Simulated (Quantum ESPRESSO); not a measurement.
Wanted: the native input for a Quantum ESPRESSO 7.5 run.

| Quantity | Value |
| --- | --- |
| Task | band structure |
| Functional | PBE |
| Potentials or basis | SSSP 1.3 efficiency PBE |
| Cutoff | 748 eV |
| Density cutoff | 5987 eV |
| k mesh | 7 × 7 × 5 |
| Occupations | fermi-dirac, width 0.05 eV |
| Spin | no spin polarisation |
| Mixing beta | 0.5 |
| Most SCF iterations | 120 |
| SCF threshold | 1.2e-09 Ry |

The system is ZrO2.

```
Zr O
1.0
     3.59610    0.00000    0.00000
     0.00000    3.59610    0.00000
     0.00000    0.00000    5.17700
Zr O
2 4
Cartesian
  1.7980 1.7980 2.5885
  0.0000 0.0000 0.0000
  1.7980 0.0000 4.1261
  1.7980 0.0000 1.5376
  0.0000 1.7980 3.6394
  0.0000 1.7980 1.0509
```

One way to write it, as run:

pw.in

```
&CONTROL
  calculation = 'scf'
  prefix = 'pwscf'
  outdir = './tmp'
  pseudo_dir = './pseudo'
  tprnfor = .true.
  tstress = .true.
  disk_io = 'low'
/
&SYSTEM
  ibrav = 0
  nat = 6
  ntyp = 2
  ecutwfc = 55
  ecutrho = 440
  nbnd = 33
  occupations = 'smearing'
  smearing = 'fd'
  degauss = 0.00367493
/
&ELECTRONS
  conv_thr = 1.2d-09
  electron_maxstep = 120
  mixing_beta = 0.5
/
ATOMIC_SPECIES
Zr    91.2240 Zr_pbe_v1.uspp.F.UPF
O     15.9990 O.pbe-n-kjpaw_psl.0.1.UPF
CELL_PARAMETERS angstrom
   3.5961000000    0.0000000000    0.0000000000
   0.0000000000    3.5961000000    0.0000000000
   0.0000000000    0.0000000000    5.1770000000
ATOMIC_POSITIONS angstrom
Zr     1.7980500000    1.7980500000    2.5885000000
Zr     0.0000000000    0.0000000000    0.0000000000
O      1.7980500000    0.0000000000    4.1260690000
O      1.7980500000    0.0000000000    1.5375690000
O      0.0000000000    1.7980500000    3.6394310000
O      0.0000000000    1.7980500000    1.0509310000
K_POINTS automatic
7 7 5 0 0 0
```

bands.in

```
&CONTROL
  calculation = 'bands'
  prefix = 'pwscf'
  outdir = './tmp'
  pseudo_dir = './pseudo'
  disk_io = 'low'
  verbosity = 'high'
/
&SYSTEM
  ibrav = 0
  nat = 6
  ntyp = 2
  ecutwfc = 55
  ecutrho = 440
  nbnd = 33
  occupations = 'smearing'
  smearing = 'fd'
  degauss = 0.00367493
/
&ELECTRONS
  conv_thr = 1d-08
  electron_maxstep = 120
  mixing_beta = 0.5
  diago_full_acc = .true.
/
ATOMIC_SPECIES
Zr    91.2240 Zr_pbe_v1.uspp.F.UPF
O     15.9990 O.pbe-n-kjpaw_psl.0.1.UPF
CELL_PARAMETERS angstrom
   3.5961000000    0.0000000000    0.0000000000
   0.0000000000    3.5961000000    0.0000000000
   0.0000000000    0.0000000000    5.1770000000
ATOMIC_POSITIONS angstrom
Zr     1.7980500000    1.7980500000    2.5885000000
Zr     0.0000000000    0.0000000000    0.0000000000
O      1.7980500000    0.0000000000    4.1260690000
O      1.7980500000    0.0000000000    1.5375690000
O      0.0000000000    1.7980500000    3.6394310000
O      0.0000000000    1.7980500000    1.0509310000
K_POINTS crystal
60
 0.0000000000  0.0000000000  0.0000000000 1
 0.0000000000  0.0833333333  0.0000000000 1
 0.0000000000  0.1666666667  0.0000000000 1
 0.0000000000  0.2500000000  0.0000000000 1
 0.0000000000  0.3333333333  0.0000000000 1
 0.0000000000  0.4166666667  0.0000000000 1
 0.0000000000  0.5000000000  0.0000000000 1
 0.0833333333  0.5000000000  0.0000000000 1
 0.1666666667  0.5000000000  0.0000000000 1
 0.2500000000  0.5000000000  0.0000000000 1
 0.3333333333  0.5000000000  0.0000000000 1
 0.4166666667  0.5000000000  0.0000000000 1
 0.5000000000  0.5000000000  0.0000000000 1
 0.4444444444  0.4444444444  0.0000000000 1
 0.3888888889  0.3888888889  0.0000000000 1
 0.3333333333  0.3333333333  0.0000000000 1
 0.2777777778  0.2777777778  0.0000000000 1
 0.2222222222  0.2222222222  0.0000000000 1
 0.1666666667  0.1666666667  0.0000000000 1
 0.1111111111  0.1111111111  0.0000000000 1
 0.0555555556  0.0555555556  0.0000000000 1
 0.0000000000  0.0000000000  0.0000000000 1
 0.0000000000  0.0000000000  0.1250000000 1
 0.0000000000  0.0000000000  0.2500000000 1
 0.0000000000  0.0000000000  0.3750000000 1
 0.0000000000  0.0000000000  0.5000000000 1
 0.0000000000  0.0833333333  0.5000000000 1
 0.0000000000  0.1666666667  0.5000000000 1
 0.0000000000  0.2500000000  0.5000000000 1
 0.0000000000  0.3333333333  0.5000000000 1
 0.0000000000  0.4166666667  0.5000000000 1
 0.0000000000  0.5000000000  0.5000000000 1
 0.0714285714  0.5000000000  0.5000000000 1
 0.1428571429  0.5000000000  0.5000000000 1
 0.2142857143  0.5000000000  0.5000000000 1
 0.2857142857  0.5000000000  0.5000000000 1
 0.3571428571  0.5000000000  0.5000000000 1
 0.4285714286  0.5000000000  0.5000000000 1
 0.5000000000  0.5000000000  0.5000000000 1
 0.4500000000  0.4500000000  0.5000000000 1
 0.4000000000  0.4000000000  0.5000000000 1
 0.3500000000  0.3500000000  0.5000000000 1
 0.3000000000  0.3000000000  0.5000000000 1
 0.2500000000  0.2500000000  0.5000000000 1
 0.2000000000  0.2000000000  0.5000000000 1
 0.1500000000  0.1500000000  0.5000000000 1
 0.1000000000  0.1000000000  0.5000000000 1
 0.0500000000  0.0500000000  0.5000000000 1
 0.0000000000  0.0000000000  0.5000000000 1
 0.0000000000  0.5000000000  0.0000000000 1
 0.0000000000  0.5000000000  0.1000000000 1
 0.0000000000  0.5000000000  0.2000000000 1
 0.0000000000  0.5000000000  0.3000000000 1
 0.0000000000  0.5000000000  0.4000000000 1
 0.0000000000  0.5000000000  0.5000000000 1
 0.5000000000  0.5000000000  0.0000000000 1
 0.5000000000  0.5000000000  0.1250000000 1
 0.5000000000  0.5000000000  0.2500000000 1
 0.5000000000  0.5000000000  0.3750000000 1
 0.5000000000  0.5000000000  0.5000000000 1
```

Potentials or basis: SSSP 1.3 efficiency PBE.

Command:

```bash
$ OMP_NUM_THREADS=1 mpirun -n 2 pw.x -nk 2 -in pw.in > pw.out
$ OMP_NUM_THREADS=1 mpirun -n 2 pw.x -nk 2 -in bands.in > bands.out
```

It gave:

| Quantity | Value |
| --- | --- |
| Pressure | 4.7 GPa |
| Largest force | 0.052 eV/Å |
| Band gap on the k mesh | 4.02 eV, indirect (least direct gap 4.13 eV) |
| Band gap along the path | 4.01 eV, indirect (least direct gap 4.13 eV) |

Run time: 76 s on 2 MPI ranks on Arm Neoverse V1, with other jobs on the host, peak memory 0.44 GiB a rank.
